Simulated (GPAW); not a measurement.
# MgO (Periclase): optical spectrum from first principles, part 2 of 2

Aim: the dielectric function of MgO (Periclase), and the optical constants that follow from it. The cell comes from an older database entry, whose edges can differ from later determinations, mostly by under a per cent.

GPAW 26.7.0; DFT, PBE, plane-wave PAW (GPAW data sets), scalar-relativistic, RPA, optical limit.

So far. Step 2 (Ground state): There is a gap, 4.74 eV on this mesh (points off the mesh can give less), so no carriers' term is needed.

The database entry behind the starting cell differs from later determinations by our own check (about 0.1 % long), so it need not match the best structure at ambient conditions.

## 4. Dielectric function, RPA

Local fields let the induced charge screen the field inside the cell, which as a rule lowers ε, most along directions where the density is uneven.

This step: DFT, PBE, plane-wave PAW (GPAW data sets), scalar-relativistic, RPA, optical limit (GPAW 26.7.0).

File df.py:

```python
from gpaw.response.df import DielectricFunction

df = DielectricFunction('full.gpw', frequencies={'type': 'nonlinear', 'domega0': 0.03, 'omega2': 8},
                        ecut=50,
                        eta=0.15,
                        nbands=20,
                        txt='df.txt')
for direction in ['x', 'z']:
    df.get_dielectric_function(xc='RPA', direction=direction, filename=f'df_{direction}.csv')
```

Started as:

```console
$ OMP_NUM_THREADS=1 python df.py
```

Numbers of over 12 decimals in the logs are rounded to 6 here.

Log:

```text
Using integrator: PointIntegrator
NonLinearFrequencyDescriptor(from 0.000 to 111.860 eV, 550 points)
Nonperiodic BCs:  [False False False]
Using integrator: PointIntegrator
NonLinearFrequencyDescriptor(from 0.000 to 111.860 eV, 550 points)
Nonperiodic BCs:  [False False False]

Calculating chi0 body with:
    Ground state adapter containing:
    Number of spins: 1
    Number of kpoints: 2744
    Number of irreducible kpoints: 104
    Number of completely occupied states: 8
    Number of partially occupied states: 8

    Linear response parametrization:
    q_c: [0.0, 0.0, 0.0]
    Number of frequency points: 550
    Planewave cutoff: 50.0
    Number of bands: 20
    Number of planewaves: 15
    Broadening (eta): 0.15

Integrating chi0 body.

Symmetries of q_c:
    Direct symmetries (Uq -> q): 48
    Indirect symmetries (TUq -> q): 0
In total 48 allowed symmetries.

104 groups of equivalent kpoints. 96.209913% reduction.

Integral kind: spectral function

Calculating chi0 optical extensions with:
    Ground state adapter containing:
    Number of spins: 1
    Number of kpoints: 2744
    Number of irreducible kpoints: 104
    Number of completely occupied states: 8
    Number of partially occupied states: 8

    Linear response parametrization:
    Number of frequency points: 550
    Planewave cutoff: 50.0
    Number of bands: 20
    Number of planewaves: 15
    Broadening (eta): 0.15
Integrating chi0 head and wings.

Symmetries of q_c:
    Direct symmetries (Uq -> q): 48
    Indirect symmetries (TUq -> q): 0
In total 48 allowed symmetries.

104 groups of equivalent kpoints. 96.209913% reduction.

Integral kind: spectral function wings
```

The job ended after 4.4 s (1 thread of Intel Xeon Platinum 8375C at 2.90GHz (Ice Lake), shared host; peak memory 0.2 GiB).

This step gave:

```
electronic dielectric constant ε∞, mean over x, y and z (by symmetry where fewer were run) : 3.038
main peak of Im epsilon, first axis                                                        : 11.04 eV
```

Some rows of df_x.csv (energy; Re and Im without local fields; Re and Im with them):

```text
0.000000, 3.173920, 0.000000, 3.037643, 0.000000
0.429336, 3.177809, 0.002729, 3.041391, 0.002631
0.878195, 3.190345, 0.005690, 3.053478, 0.005489
1.347938, 3.213287, 0.009042, 3.075626, 0.008737
1.840057, 3.249277, 0.013042, 3.110441, 0.012633
2.356191, 3.302466, 0.018137, 3.162054, 0.017635
2.898142, 3.379876, 0.025235, 3.237522, 0.024676
3.467895, 3.494991, 0.036635, 3.350543, 0.036134
4.067647, 3.680928, 0.061225, 3.535155, 0.061257
4.699832, 4.037919, 0.226728, 3.895275, 0.233210
5.367152, 4.049498, 0.625087, 3.891501, 0.651653
6.072622, 3.689292, 0.998802, 3.487644, 1.044390
6.819608, 4.153772, 1.458064, 3.933240, 1.529195
7.611886, 4.455175, 1.610457, 4.173569, 1.659784
8.453705, 4.405844, 2.987069, 4.006460, 3.008245
9.349861, 3.363730, 3.213593, 2.873103, 3.128729
10.305790, 3.065810, 3.162135, 2.378929, 2.866330
11.327680, 0.962584, 4.490344, 0.879358, 3.782146
12.422601, 0.679287, 3.023374, 0.712156, 2.455292
13.598673, 1.186779, 2.153103, 1.090081, 1.681961
```

The Im ε, E ∥ x or z has structure finer than the step of the table below, so its rows give means over 0.25 eV, whole bins alone (the curve runs from 0 to 14.0 eV). Peaks (eV: height): 5.969: 1.33, 6.875: 1.59, 8.895: 3.54, 10.165: 3.16, 11.029: 4.61.

Values under the direct gap are tails of Lorentzian lines. The Im ε, E ∥ x or z by photon energy; means over each step:

```tsv
photon energy (eV)	Im ε, E ∥ x or z
0.25	0.00153
0.50	0.00307
0.75	0.00466
1.00	0.00631
1.25	0.00803
1.50	0.00988
1.75	0.0119
2.00	0.0141
2.25	0.0165
2.50	0.0193
2.75	0.0225
3.00	0.0264
3.25	0.0311
3.50	0.0371
3.75	0.0453
4.00	0.0573
4.25	0.0782
4.50	0.130
4.75	0.257
5.00	0.523
5.25	0.693
5.50	0.730
5.75	0.921
6.00	1.17
6.25	0.767
6.50	1.13
6.75	1.46
7.00	1.36
7.25	1.19
7.50	1.56
7.75	1.82
8.00	1.85
8.25	2.38
8.50	2.88
8.75	3.10
9.00	3.31
9.25	2.94
9.50	2.92
9.75	2.63
10.00	2.80
10.25	2.97
10.50	2.58
10.75	3.48
11.00	4.49
11.25	4.06
11.50	3.38
11.75	2.80
12.00	2.71
12.25	2.61
12.50	2.36
12.75	2.15
13.00	2.17
13.25	1.94
13.50	1.68
13.75	1.72
```

Table of Re ε, E ∥ x or z by photon energy:

photon energy (eV), Re ε, E ∥ x or z and a bar from the least value:
```
      0.0       3.04 ####################
      0.5       3.04 ####################
      1.0       3.06 ####################
      1.5       3.09 #####################
      2.0       3.12 #####################
      2.5       3.18 #####################
      3.0       3.25 ######################
      3.5       3.36 #######################
      4.0       3.51 ########################
      4.5       3.76 ##########################
      5.0       4.10 #############################
      5.5       4.00 #############################
      6.0       3.66 ##########################
      6.5       4.17 ##############################
      7.0       3.54 #########################
      7.5       4.13 ##############################
      8.0       4.07 #############################
      8.5       3.81 ###########################
      9.0       2.86 ###################
      9.5       2.54 ################
     10.0       3.00 ####################
     10.5       2.74 ##################
     11.0       2.30 ##############
     11.5       0.74 
     12.0       0.97 ##
     12.5       0.70 
     13.0       0.89 ##
     13.5       0.98 ##
```

The loss function −Im 1/ε at q → 0, E ∥ x or z has structure finer than the step of the table below, so its rows give means over 0.5 eV, whole bins alone (the curve runs from 0 to 14.0 eV). Peaks (eV: height): 10.31: 0.207, 13.34: 0.482.

Values under the direct gap are tails of Lorentzian lines. Loss function −Im 1/ε at q → 0, E ∥ x or z against energy loss; means over each step:

```tsv
energy loss (eV)	loss function −Im 1/ε at q → 0, E ∥ x or z
0.5	3.3e-4
1.0	6.7e-4
1.5	0.00104
2.0	0.00144
2.5	0.00191
3.0	0.00249
3.5	0.00330
4.0	0.00470
4.5	0.00982
5.0	0.0315
5.5	0.0462
6.0	0.0659
6.5	0.0611
7.0	0.0826
7.5	0.0778
8.0	0.0901
8.5	0.117
9.0	0.161
9.5	0.187
10.0	0.180
10.5	0.178
11.0	0.179
11.5	0.286
12.0	0.335
12.5	0.387
13.0	0.408
13.5	0.441
```

The Im ε, E ∥ x or z has structure finer than the step of the table below, so its rows give means over 0.5 eV, whole bins alone (the curve runs from 0 to 14.0 eV). Peaks (eV: height): without local fields 8.89: 3.57, 11.03: 5.58; with local fields 5.97: 1.33, 6.87: 1.59, 8.89: 3.54, 10.17: 3.16, 11.03: 4.61.

Values under the direct gap are tails of Lorentzian lines. Table of Im ε, E ∥ x or z by photon energy; means over each step:

```tsv
photon energy (eV)	without local fields	with local fields
0.5	0.00319	0.00308
1.0	0.00654	0.00631
1.5	0.0102	0.00990
2.0	0.0145	0.0141
2.5	0.0199	0.0194
3.0	0.0270	0.0265
3.5	0.0378	0.0374
4.0	0.0583	0.0583
4.5	0.139	0.142
5.0	0.495	0.513
5.5	0.720	0.750
6.0	0.976	1.02
6.5	1.06	1.11
7.0	1.27	1.33
7.5	1.49	1.54
8.0	1.89	1.94
8.5	2.80	2.81
9.0	3.24	3.20
9.5	2.98	2.89
10.0	3.00	2.81
10.5	3.22	2.78
11.0	5.19	4.29
11.5	4.01	3.37
12.0	3.33	2.70
12.5	2.92	2.36
13.0	2.64	2.13
13.5	2.15	1.72
```

The reflectivity at normal incidence, E ∥ x or z has structure finer than the step of the table below, so its rows give means over 0.5 eV, whole bins alone (the curve runs from 0 to 14.0 eV). Peaks (eV: height): 5.92: 12.4, 6.66: 12.9, 8.89: 18.3, 10.17: 16.4, 11.18: 23.8.

Reflectivity at normal incidence, E ∥ x or z against photon energy; means over each step:

```tsv
photon energy (eV)	reflectivity at normal incidence, E ∥ x or z (%)
0.5	7.36
1.0	7.42
1.5	7.53
2.0	7.70
2.5	7.92
3.0	8.23
3.5	8.65
4.0	9.26
4.5	10.3
5.0	11.3
5.5	11.4
6.0	11.3
6.5	12.4
7.0	11.9
7.5	13.5
8.0	14.5
8.5	16.6
9.0	16.9
9.5	15.2
10.0	14.9
10.5	14.9
11.0	22.1
11.5	21.1
12.0	17.0
12.5	15.6
13.0	13.7
13.5	10.3
```

From ε follow the optical constants at some laser and lamp lines:

```tsv
wavelength (nm)	n	k	R (%)	1/α
1550	1.75	0.001	7.4	87 µm
1064	1.75	0.002	7.5	40 µm
800	1.76	0.003	7.5	22 µm
633	1.77	0.004	7.7	13 µm
532	1.78	0.005	7.8	8.7 µm
450	1.79	0.006	8.1	5.7 µm
193	2.06	0.239	12.5	64 nm
```

Below the direct gap, k and the depth come from the tails of the Lorentzian lines, not from transitions.

Rows near the edge hang on the gap, which this functional as a rule makes too small, and phonon-assisted absorption is left out.

## 5. Results

```json
{"electronic dielectric constant ε∞, mean over x, y and z (by symmetry where fewer were run) (RPA)": "3.04", "main peak of Im epsilon, first axis": "11.0 eV"}
```

**Reading.** At this level (PBE, RPA) MgO has ε∞ = 3.04 and n = 1.75 at 1550 nm, and Im ε peaks at 11.0 eV. On the mesh the gap is 4.74 eV and the least direct gap 4.74 eV. Local fields change the static value along x from 3.17 to 3.04 (-4 %). Distinct maxima of Im ε, read by a parabola through the highest points, lie at 8.91 eV (3.5), 9.37 eV (3.1), 10.16 eV (3.2) and 11.04 eV (4.6). Excitons and phonon-assisted transitions are missing; PBE gaps are as a rule too small, which pulls the onset down and ε∞ up. The sum runs over mesh points, so small or evenly spaced maxima can still be ripples of the mesh. In this version of GPAW the matrix elements of the optical limit are incomplete, which can lower ε − 1 by up to a tenth where first-row anions or d states rule, and shift it by more in d metals.

[Machine, clock and banner lines and Python warnings are left out of the logs.]

[Logs are printed without paths, hosts, clocks, repeated set-up lines and the standing remarks that a program may print on its own settings, such as how far it seeks lower states.]

[Hosts, paths, dates, database ids (printed as entryN), source tags and the programs' standing remarks are cut or masked in the printed files.]
